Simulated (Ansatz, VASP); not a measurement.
## PbSe in VASP and in Ansatz

Contents of INCAR:

```
SYSTEM = PbSe
PREC = Accurate ; ENCUT = 520
EDIFF = 1E-7 ; ISMEAR = -1
SIGMA = 0.05 ; LREAL = .False.
LASPH = .True. ; NELM = 100
ALGO = Normal ; ISIF = 2
LWAVE = .False. ; LCHARG = .False.
GGA = PE ; NBANDS = 17
```

Contents of KPOINTS:

```
Automatic mesh
0
Gamma
  7 7 7
  0 0 0
```

File POSCAR:

```
PbSe
1.0
    3.8093844655      0.0000000000      0.0000000000
    0.0000000000      3.8093844655      0.0000000000
    0.0000000000      0.0000000000      3.8093844655
Pb Se
1 1
Direct
    0.0000000000      0.0000000000      0.0000000000
    0.5000000000      0.5000000000      0.5000000000
```

input.yaml

```yaml
crystal:
  lattice:
    - [3.8093844655, 0.0, 0.0]
    - [0.0, 3.8093844655, 0.0]
    - [0.0, 0.0, 3.8093844655]
  atoms:
    - { symbol: Pb, position: [0.0, 0.0, 0.0] }
    - { symbol: Se, position: [0.5, 0.5, 0.5] }
hamiltonian:
  xc: pbe
  pseudopotentials: { kind: paw }
kpoints:
  mp_grid: { grid: [7, 7, 7] }
scf:
  occupations: { method: fermi_dirac, width: 0.05 }
output:
  forces: true
  stress: true
  eigenvalues: true
```

Change from the starting cell: volume scaled by 1.02.

Alike in both runs: task single point; functional PBE; k mesh 7 × 7 × 7; occupations fermi-dirac, width 0.05 eV; no spin polarisation.

|  | VASP | Ansatz |
| --- | --- | --- |
| version | VASP 6.6.1 | Ansatz 0.2.0 |
| potentials or method | VASP PAW PBE potentials, release 64 (Pb_d, Se) | Ansatz PAW |
| plane-wave cutoff (eV) | 520 | 420 |
| valence electrons in the cell | 20 | 30 |

|  | VASP | Ansatz | Ansatz less VASP |
| --- | --- | --- | --- |
| gap on the k mesh at the Fermi level (eV) | none | none | - |
| pressure (GPa) | -1.1 | -1.0 | +0.01 |

A gap of «none» marks a metal or a gap that the smearing closes. The functional is the same, so the differences come from potentials, cutoffs and numerics. The two sets of potentials don't hold the same shells in valence.

Spin-orbit coupling is left out, which matters for the levels of Pb.
